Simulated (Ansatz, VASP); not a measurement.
## BaTe: VASP beside Ansatz

```
CELL_PARAMETERS angstrom
0.00000 3.14359 3.14359
3.14359 0.00000 3.14359
3.14359 3.14359 0.00000
ATOMIC_POSITIONS crystal
Ba 0.00000 0.00000 0.00000
Te 0.50000 0.50000 0.50000
```

Alike in both runs: task single point; functional PBE; k mesh 6 × 6 × 6; occupations gaussian, width 0.1 eV; no spin polarisation.

|  | VASP | Ansatz |
| --- | --- | --- |
| version | VASP 6.6.1 | Ansatz 0.2.0 |
| potentials or method | VASP PAW PBE potentials, release 64 (Ba_sv, Te) | scalar-relativistic, plane waves, PAW |
| plane-wave cutoff (eV) | 520 | 420 |
| valence electrons in the cell | 16 | 26 |

|  | VASP | Ansatz | Ansatz less VASP |
| --- | --- | --- | --- |
| gap on the k mesh at the Fermi level (eV) | 0.48 | 0.66 | +0.182 |
| least direct gap on the mesh (eV) | 0.75 | 0.85 | +0.107 |
| pressure (GPa) | 22.4 | 21.4 | -0.99 |

The functional is the same, so the differences come from potentials, cutoffs and numerics. The two sets of potentials don't hold the same shells in valence.

Caveats: so large a pressure means that the cell lies far from this level's equilibrium, or that cutoff or potentials fall short (VASP); spin-orbit coupling is left out, which moves the levels of the heavy elements. A k mesh can miss the band edges.
